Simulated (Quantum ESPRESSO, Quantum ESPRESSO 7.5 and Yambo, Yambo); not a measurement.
## CuI (Marshite): Bethe-Salpeter spectra with Yambo

How far does the k mesh set the exciton binding of CuI (Marshite)?

Program: Quantum ESPRESSO 7.5 and Yambo 5.3.0. Level of theory: PBE and many-body steps on it, plane waves. Results are calculated unless marked as measured.

Report form: the programs' logs are mostly left out.

The database entry behind the starting cell differs from later determinations by our own check (about 0.15 % long (mineral sample)), so it need not match the best structure at ambient conditions.

In doubt: a PseudoDojo file used here is known to give poor structures and forces, which bears on pressures, cells, forces and phonons.

### 1. The structure

The structure is cubic, space group F-43m (No. 216). Conventional cell: a = 6.063 Å, b = 6.063 Å, c = 6.063 Å, α = 90.00°, β = 90.00°, γ = 90.00°. Cu has 4 I at 2.63 Å nearest. Nearest to I lie 4 Cu at 2.63 Å. Farther neighbours and most contacts between anions are not listed.

The cell and positions come from the Crystallography Open Database and are kept as given unless a step says otherwise. Spin-orbit coupling is left out unless a step names it.

### 2. Empty states on the mesh, 4×4×4 mesh, 148 bands

This step: Quantum ESPRESSO 7.5; DFT, PBE, plane waves, norm-conserving pseudopotentials.

The sums over transitions need many empty states on a uniform mesh; this step solves for them.

File pw.in:

```
&control
  calculation = 'nscf'
  prefix = 'x'
  outdir = 'o'
  pseudo_dir = 'pseudo'
/
&system
  ibrav = 0
  nat = 2
  ntyp = 2
  ecutwfc = 84.0
  nbnd = 148
  force_symmorphic = .true.
/
&electrons
  conv_thr = 1e-9
  electron_maxstep = 80
  diago_full_acc = .true.
  diago_thr_init = 5e-6
/
ATOMIC_SPECIES
  Cu 63.546 Cu.upf
  I 126.9 I.upf
CELL_PARAMETERS angstrom
  0.0000000000 3.0315000000 3.0315000000
  3.0315000000 -0.0000000000 3.0315000000
  3.0315000000 3.0315000000 0.0000000000
ATOMIC_POSITIONS crystal
  Cu 0.2500000000 0.2500000000 0.2500000000
  I 0.0000000000 0.0000000000 0.0000000000
K_POINTS automatic
  4 4 4 0 0 0
```

The run is started by

```sh
OMP_NUM_THREADS=1 mpirun -n 4 pw.x -nk 4 -in pw.in > pw.out
```

The job ended after 16 s (4 MPI ranks of Arm Neoverse V1, shared host; peak memory 0.46 GiB).

Numbers from this step:

```
gap                                                           : 1.096 eV
k of the valence top                                          : 0, 0, 0
k of the conduction bottom                                    : 0, 0, 0
least direct gap                                              : 1.096 eV
k points computed                                             : 8
lowest point of the top converged band, above the valence top : 86.6450 eV
```

On this mesh the gap is 1.096 eV.

The density comes from a self-consistent run that is not shown.

### 3. Conversion and set-up

This step: Yambo 5.3.0; conversion and set-up on PBE, plane waves, norm-conserving pseudopotentials.

The states are converted to the many-body program's format and the q mesh is built.

The run is started by

```sh
(cd o/x.save; p2y > p2y.log; mv SAVE ../..); yambo > setup.log
```

Elapsed: 3 s, on 1 MPI rank; peak memory 0.25 GiB.

### 4. Screening and self-energy, 4×4×4 mesh, 148 bands, screening to 163.3 eV

Now the one-shot GW correction: screening in the RPA, then the self-energy of the levels asked for.

This step: G0W0 on PBE, plane waves, norm-conserving pseudopotentials.

File gw1.in:

```
HF_and_locXC
gw0
dyson
ppa
em1d
rim_cut
RandQpts= 1000000
RandGvec= 1 RL
EXXRLvcs= 84 Ry
VXCRLvcs= 336 Ry
Chimod= "HARTREE"
% BndsRnXp
 1 | 148 |
%
NGsBlkXp= 12 Ry
% LongDrXp
 1 | 1 | 1 |
%
% GbndRnge
 1 | 148 |
%
DysSolver= "n"
ExtendOut
PPAPntXp= 27.21138 eV
% QPkrange
 1 | 1 | 21 | 24 |
%
```

The run is started by

```sh
OMP_NUM_THREADS=1 mpirun -n 4 yambo -F gw1.in -J gw1 -C gw1 > gw1.log
```

Wall time 2.7 min (4 MPI ranks); peak memory 1.9 GiB; 11 min of CPU time.

Numbers from this step:

| Quantity | Value |
| --- | --- |
| G0W0 gap on the points computed | 1.606 eV |
| starting gap on the mesh | 1.096 eV |
| k of the valence top | 0, 0, 0 |
| k of the conduction bottom | 0, 0, 0 |
| least direct G0W0 gap on the computed points | 1.606 eV |

The gap on the mesh goes from 1.10 eV to 1.61 eV, a correction of +0.51 eV.

The gap opens by 0.509 eV; the next steps shift the empty bands rigidly by 0.509 eV.

### 5. Empty states on the mesh, 4×4×4 mesh, 35 bands

This step: Quantum ESPRESSO 7.5; DFT, PBE, plane waves, norm-conserving pseudopotentials.

Edit pw.in of step 2 so:

```diff
@@ -11,3 +11,3 @@
   ecutwfc = 84.0
-  nbnd = 148
+  nbnd = 35
   force_symmorphic = .true.
```

The run is started by

```sh
OMP_NUM_THREADS=1 mpirun -n 4 pw.x -nk 4 -in pw.in > pw.out
```

It took 3 s on 4 MPI ranks; peak memory 0.26 GiB; 12 s of CPU time.

This step gave:

```yaml
gap: 1.096 eV
k_of_the_valence_top: 0, 0, 0
k_of_the_conduction_bottom: 0, 0, 0
least_direct_gap: 1.096 eV
k_points_computed: 8
lowest_point_of_the_top_converged_band_above_the_valence_top: 16.94 eV
```

On this mesh the gap is 1.096 eV.

### 6. Conversion and set-up

This step: Yambo 5.3.0; conversion and set-up on PBE, plane waves, norm-conserving pseudopotentials.

The run is started by

```sh
(cd o/x.save; p2y > p2y.log; mv SAVE ../..); yambo > setup.log
```

Run time: 2.9 s. Hardware: 1 MPI rank; peak memory 0.25 GiB.

### 7. Excitons

Optical absorption needs the electron-hole interaction, solved here in a basis of vertical transitions on the mesh.

This step: Bethe-Salpeter equation on PBE with a scissors shift, plane waves, norm-conserving pseudopotentials.

File bse3.in:

```
optics
bss
bse
em1s
dipoles
rim_cut
RandQpts= 1000000
RandGvec= 1 RL
Chimod= "HARTREE"
BSKmod= "SEX"
BSEmod= "resonant"
BSSmod= "d"
BSENGexx= 20 Ry
BSENGBlk= 4 Ry
% BSEQptR
 1 | 1 |
%
% BSEBands
 20 | 23 |
%
% BEnRange
 0 | 4 | eV
%
% BDmRange
 0.1 | 0.1 | eV
%
BEnSteps= 81
% BLongDir
 1 | 0 | 0 |
%
% BndsRnXs
 14 | 35 |
%
NGsBlkXs= 4 Ry
% LongDrXs
 1 | 1 | 1 |
%
% KfnQP_E
 0.509 | 1.0 | 1.0 |
%
WRbsWF
FFTGvecs= 38 Ry
```

The run is started by

```sh
OMP_NUM_THREADS=1 mpirun -n 4 yambo -F bse3.in -J bse3 -C bse3 > bse3.log
```

The job ended after 4.8 s (4 MPI ranks; peak memory 1.1 GiB; 15 s of CPU time).

Numbers from this step:

```
transitions in the window                                      : 192
direct gap of the transition levels                            : 1.605 eV
lowest state                                                   : 1.353 eV
first strong exciton (over a fiftieth of the strongest listed) : 1.353 eV
binding of the lowest state below the direct gap               : 0.2525 eV
Coulomb term of one mesh cell                                  : 0.2821 eV
```

The binding is 0.90 times the screened Coulomb term of one mesh cell (0.28 eV), so it is not shown settled.

The lowest state lies at 1.353 eV, 0.253 eV under the direct gap.

Lines within 3 meV are set at the lowest of them, and the highest group, which the list may cut short, is left out. Lines of the exciton spectrum (strongest = 100):

```csv
position (eV),lines merged,"strength, relative"
1.353,3,87
2.724,3,100
2.863,3,0.0
2.868,2,0.0
2.888,5,0.0
2.906,3,0.4
3.117,3,7.2
```

Field along x; broadening 0.1 eV; transition window only. Limits: finite bands, cutoff and mesh; d shell near the gap, gap tends to lie low; no spin-orbit coupling; exciton not shown settled in the k mesh. ε₂ against photon energy; read off at these points:

```
photon energy (eV)    BSE  no electron-hole interaction
              0.00  0.150                        0.0951
              0.15  0.183                         0.111
              0.30  0.229                         0.132
              0.40  0.272                         0.151
              0.55  0.364                         0.187
              0.70  0.523                         0.241
              0.85  0.828                         0.328
              0.95   1.23                         0.418
              1.10   2.74                         0.658
              1.25   9.55                          1.22
              1.35   19.7                          2.15
              1.40   16.3                          3.06
              1.50   6.43                          7.44
              1.65   2.24                          13.0
              1.80   1.24                          3.39
              1.95  0.959                          1.39
              2.05  0.940                         0.967
              2.20   1.13                         0.713
              2.35   1.79                         0.666
              2.50   4.00                         0.762
              2.60   9.13                         0.932
              2.70   21.5                          1.26
              2.75   21.3                          1.52
              2.90   6.05                          3.44
              3.05   3.31                          12.5
              3.15   2.90                          16.1
              3.30   1.37                          9.32
              3.45   1.05                          4.44
              3.60   1.35                          1.78
              3.70   2.01                          1.29
              3.85   2.21                          1.16
              4.00   3.58                          1.71
```

### 8. Triplet (no exchange term)

bse4.in, as its differences from bse3.in of step 7:

```diff
@@ -12,3 +12,3 @@
 BSSmod= "d"
-BSENGexx= 20 Ry
+BSENGexx= 1 RL
 BSENGBlk= 4 Ry
```

The run is started by

```sh
OMP_NUM_THREADS=1 mpirun -n 4 yambo -F bse4.in -J bse4,bse3_W -C bse4 > bse4.log
```

Run time: 1.2 s. Hardware: 4 MPI ranks; peak memory 0.26 GiB; 4.6 s of CPU time.

The lowest triplet lies at 1.340 eV; without spin-orbit coupling triplets are dark, so no spectrum is read.

### 9. Empty states on the mesh, 6×6×6 mesh, 35 bands

This step: Quantum ESPRESSO 7.5; DFT, PBE, plane waves, norm-conserving pseudopotentials.

Edit pw.in of step 5 so:

```diff
@@ -31,2 +31,2 @@
 K_POINTS automatic
-  4 4 4 0 0 0
+  6 6 6 0 0 0
```

The run is started by

```sh
OMP_NUM_THREADS=1 mpirun -n 4 pw.x -nk 4 -in pw.in > pw.out
```

Run time: 4.7 s. Hardware: 4 MPI ranks; peak memory 0.27 GiB.

Numbers from this step:

```
gap                                                           : 1.096 eV
k of the valence top                                          : 0, 0, 0
k of the conduction bottom                                    : 0, 0, 0
least direct gap                                              : 1.096 eV
k points computed                                             : 16
lowest point of the top converged band, above the valence top : 15.69 eV
```

On this mesh the gap is 1.096 eV.

### 10. Conversion and set-up

This step: Yambo 5.3.0; conversion and set-up on PBE, plane waves, norm-conserving pseudopotentials.

The run is started by

```sh
(cd o/x.save; p2y > p2y.log; mv SAVE ../..); yambo > setup.log
```

Wall time 3.4 s (1 MPI rank); peak memory 0.25 GiB.

### 11. k mesh (6×6×6)

This step: Bethe-Salpeter equation on PBE with a scissors shift, plane waves, norm-conserving pseudopotentials.

bse6.in, as its differences from bse4.in of step 8:

```diff
@@ -12,3 +12,3 @@
 BSSmod= "d"
-BSENGexx= 1 RL
+BSENGexx= 20 Ry
 BSENGBlk= 4 Ry
```

The run is started by

```sh
OMP_NUM_THREADS=1 mpirun -n 4 yambo -F bse6.in -J bse6 -C bse6 > bse6.log
```

Wall time 18 s (4 MPI ranks); peak memory 1.1 GiB.

This step gave:

- transitions in the window: 648
- direct gap of the transition levels: 1.605 eV
- lowest state: 1.375 eV
- first strong exciton (over a fiftieth of the strongest listed): 1.375 eV
- binding of the lowest state below the direct gap: 0.2306 eV
- Coulomb term of one mesh cell: 0.2596 eV

The binding is 0.89 times the screened Coulomb term of one mesh cell (0.26 eV), so it is not shown settled.

The lowest state lies at 1.375 eV, 0.231 eV under the direct gap.

### 12. Triplet (no exchange term)

bse7.in, as its differences from bse6.in of step 11:

```diff
@@ -12,3 +12,3 @@
 BSSmod= "d"
-BSENGexx= 20 Ry
+BSENGexx= 1 RL
 BSENGBlk= 4 Ry
```

The run is started by

```sh
OMP_NUM_THREADS=1 mpirun -n 4 yambo -F bse7.in -J bse7,bse6_W -C bse7 > bse7.log
```

The job ended after 3.5 s (4 MPI ranks; peak memory 1.1 GiB).

The lowest triplet lies at 1.370 eV; without spin-orbit coupling triplets are dark, so no spectrum is read.

### 13. Empty states on the mesh, 8×8×8 mesh, 35 bands

This step: Quantum ESPRESSO 7.5; DFT, PBE, plane waves, norm-conserving pseudopotentials.

Edit pw.in of step 9 so:

```diff
@@ -31,2 +31,2 @@
 K_POINTS automatic
-  6 6 6 0 0 0
+  8 8 8 0 0 0
```

The run is started by

```sh
OMP_NUM_THREADS=1 mpirun -n 4 pw.x -nk 4 -in pw.in > pw.out
```

Elapsed: 8.5 s, on 4 MPI ranks; peak memory 0.27 GiB; 34 s of CPU time.

Numbers from this step:

- gap: 1.096 eV
- k of the valence top: 0, 0, 0
- k of the conduction bottom: 0, 0, 0
- least direct gap: 1.096 eV
- k points computed: 29
- lowest point of the top converged band, above the valence top: 15.15 eV

On this mesh the gap is 1.096 eV.

### 14. Conversion and set-up

This step: Yambo 5.3.0; conversion and set-up on PBE, plane waves, norm-conserving pseudopotentials.

The run is started by

```sh
(cd o/x.save; p2y > p2y.log; mv SAVE ../..); yambo > setup.log
```

Run time: 3.9 s. Hardware: 1 MPI rank; peak memory 0.26 GiB.

### 15. k mesh (8×8×8)

This step: Bethe-Salpeter equation on PBE with a scissors shift, plane waves, norm-conserving pseudopotentials.

bse9.in, as its differences from bse7.in of step 12:

```diff
@@ -12,3 +12,3 @@
 BSSmod= "d"
-BSENGexx= 1 RL
+BSENGexx= 20 Ry
 BSENGBlk= 4 Ry
```

The run is started by

```sh
OMP_NUM_THREADS=1 mpirun -n 4 yambo -F bse9.in -J bse9 -C bse9 > bse9.log
```

Elapsed: 75 s, on 4 MPI ranks; peak memory 1.3 GiB; 5 min of CPU time.

This step gave:

- transitions in the window: 1536
- direct gap of the transition levels: 1.605 eV
- lowest state: 1.416 eV
- first strong exciton (over a fiftieth of the strongest listed): 1.416 eV
- binding of the lowest state below the direct gap: 0.1890 eV
- Coulomb term of one mesh cell: 0.2125 eV

The binding is 0.89 times the screened Coulomb term of one mesh cell (0.21 eV), so it is not shown settled.

The lowest state lies at 1.416 eV, 0.189 eV under the direct gap.

Field along x; broadening 0.1 eV; transition window only. Limits: finite bands, cutoff and mesh; d shell near the gap, gap tends to lie low; no spin-orbit coupling; exciton not shown settled in the k mesh. Table of ε₂ by photon energy; read off at these points:

```
photon energy (eV)     BSE  no electron-hole interaction
              0.00  0.0526                        0.0343
              0.10  0.0576                        0.0369
              0.20  0.0637                        0.0400
              0.30  0.0709                        0.0435
              0.45  0.0848                        0.0500
              0.55  0.0972                        0.0554
              0.65   0.113                        0.0620
              0.75   0.135                        0.0705
              0.85   0.167                        0.0815
              0.95   0.216                        0.0965
              1.10   0.369                         0.133
              1.20   0.629                         0.178
              1.30    1.36                         0.262
              1.40    2.96                         0.455
              1.50    1.91                          1.01
              1.60   0.935                          2.04
              1.75   0.681                         0.772
              1.85   0.822                         0.458
              1.95    1.30                         0.386
              2.05    2.77                         0.423
              2.15    5.85                         0.582
              2.25    3.60                          1.04
              2.40    1.57                          3.30
              2.50    1.67                          2.12
              2.60    2.77                          1.08
              2.70    4.41                         0.858
              2.80    6.54                          1.04
              2.85    7.65                          1.33
              2.90    6.78                          1.76
              3.05    4.53                          3.49
              3.15    3.12                          4.56
              3.25    2.39                          3.67
              3.35    3.14                          3.28
              3.45    4.41                          2.00
              3.55    3.56                          1.95
              3.70    3.83                          4.04
              3.80    3.17                          4.66
              3.90    2.40                          4.42
              4.00    1.94                          4.90
```

### 16. Triplet (no exchange term)

bse10.in, as its differences from bse9.in of step 15:

```diff
@@ -12,3 +12,3 @@
 BSSmod= "d"
-BSENGexx= 20 Ry
+BSENGexx= 1 RL
 BSENGBlk= 4 Ry
```

The run is started by

```sh
OMP_NUM_THREADS=1 mpirun -n 4 yambo -F bse10.in -J bse10,bse9_W -C bse10 > bse10.log
```

Elapsed: 20 s, on 4 MPI ranks; peak memory 1.3 GiB.

The lowest triplet lies at 1.414 eV; without spin-orbit coupling triplets are dark, so no spectrum is read.

### 17. Empty states on the mesh, 10×10×10 mesh, 35 bands

This step: Quantum ESPRESSO 7.5; DFT, PBE, plane waves, norm-conserving pseudopotentials.

Edit pw.in of step 13 so:

```diff
@@ -31,2 +31,2 @@
 K_POINTS automatic
-  8 8 8 0 0 0
+  10 10 10 0 0 0
```

The run is started by

```sh
OMP_NUM_THREADS=1 mpirun -n 4 pw.x -nk 4 -in pw.in > pw.out
```

The job ended after 12 s (4 MPI ranks; peak memory 0.28 GiB; 49 s of CPU time).

Numbers from this step:

```
gap                                                           : 1.096 eV
k of the valence top                                          : 0, 0, 0
k of the conduction bottom                                    : 0, 0, 0
least direct gap                                              : 1.096 eV
k points computed                                             : 47
lowest point of the top converged band, above the valence top : 15.29 eV
```

On this mesh the gap is 1.096 eV.

### 18. Conversion and set-up

This step: Yambo 5.3.0; conversion and set-up on PBE, plane waves, norm-conserving pseudopotentials.

The run is started by

```sh
(cd o/x.save; p2y > p2y.log; mv SAVE ../..); yambo > setup.log
```

Elapsed: 4.8 s, on 1 MPI rank; peak memory 0.27 GiB.

### 19. k mesh (10×10×10)

This step: Bethe-Salpeter equation on PBE with a scissors shift, plane waves, norm-conserving pseudopotentials.

bse12.in, as its differences from bse10.in of step 16:

```diff
@@ -12,3 +12,3 @@
 BSSmod= "d"
-BSENGexx= 1 RL
+BSENGexx= 20 Ry
 BSENGBlk= 4 Ry
```

The run is started by

```sh
OMP_NUM_THREADS=1 mpirun -n 4 yambo -F bse12.in -J bse12 -C bse12 > bse12.log
```

Run time: 4.8 min. Hardware: 4 MPI ranks; peak memory 1.9 GiB.

Numbers from this step:

```
transitions in the window                                      : 3000
direct gap of the transition levels                            : 1.605 eV
lowest state                                                   : 1.450 eV
first strong exciton (over a fiftieth of the strongest listed) : 1.450 eV
binding of the lowest state below the direct gap               : 0.1558 eV
Coulomb term of one mesh cell                                  : 0.1745 eV
```

The binding is 0.89 times the screened Coulomb term of one mesh cell (0.17 eV), so it is not shown settled.

The lowest state lies at 1.450 eV, 0.156 eV under the direct gap.

(Continued in part 2 of 2.)

[Paths, hosts, dates, memory and timing lines, banners, echoed tables and standing remarks are left out of the program output.]

[Logs are printed without paths, hosts, clocks, repeated set-up lines and the standing remarks that a program may print on its own settings, such as how far it seeks lower states.]

[Runs of the session that timed out or met a known fault of the program may be left out.]

[Hosts, paths, dates, database ids (printed as entryN), source tags and the programs' standing remarks are cut or masked in the printed files.]
